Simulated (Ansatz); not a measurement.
CsSnI3:

```
Cs I Sn
1.0
     6.20570    0.00000    0.00000
     0.00000    6.20570    0.00000
     0.00000    0.00000    6.20570
Cs I Sn
1 3 1
Direct
  0.00000 0.00000 0.00000
  0.50000 0.50000 0.00000
  0.50000 0.00000 0.50000
  0.00000 0.50000 0.50000
  0.50000 0.50000 0.50000
```

* Program: Ansatz 0.2.0
* Task: single point
* Functional: PBE
* Potentials or basis: all-electron LAPW, scalar-relativistic
* Cutoff: 190 eV (chosen from the basis error)
* Basis error allowed: 0.001 eV/atom
* k mesh: 5 × 5 × 5
* Occupations: fermi-dirac, width 0.05 eV
* Spin: no spin polarisation

On this cell: pressure 0.5 GPa; largest force zero by symmetry; band gap on the k mesh 1.75 eV, direct.

The same run follows on a disturbed copy (atoms moved at random, drawn with an rms of 0.05 Å):

```
CELL_PARAMETERS angstrom
6.20570 0.00000 0.00000
0.00000 6.20570 0.00000
0.00000 0.00000 6.20570
ATOMIC_POSITIONS crystal
Cs 0.99540 0.99366 0.99756
I 0.50557 0.49643 0.00787
I 0.49834 0.99677 0.49596
I 0.01305 0.50280 0.49803
Sn 0.49958 0.50147 0.49721
```

Q: What changes?

A: The energy moves by +2.0 meV/atom; pressure 0.6 GPa; largest force 0.142 eV/Å; band gap on the k mesh 1.72 eV, direct.

Forces in eV/Å, atoms in the order of the input:
```
Cs   0.006  0.004  0.002
I    0.022 -0.001 -0.118
I    0.036  0.038  0.031
I   -0.139 -0.014  0.027
Sn   0.074 -0.027  0.057
```

Caveats: spin-orbit coupling is left out, which moves the levels of the heavy elements; an odd mesh through Γ misses points on the zone boundary, where band edges often lie; the cell was measured hot, at 500 K.
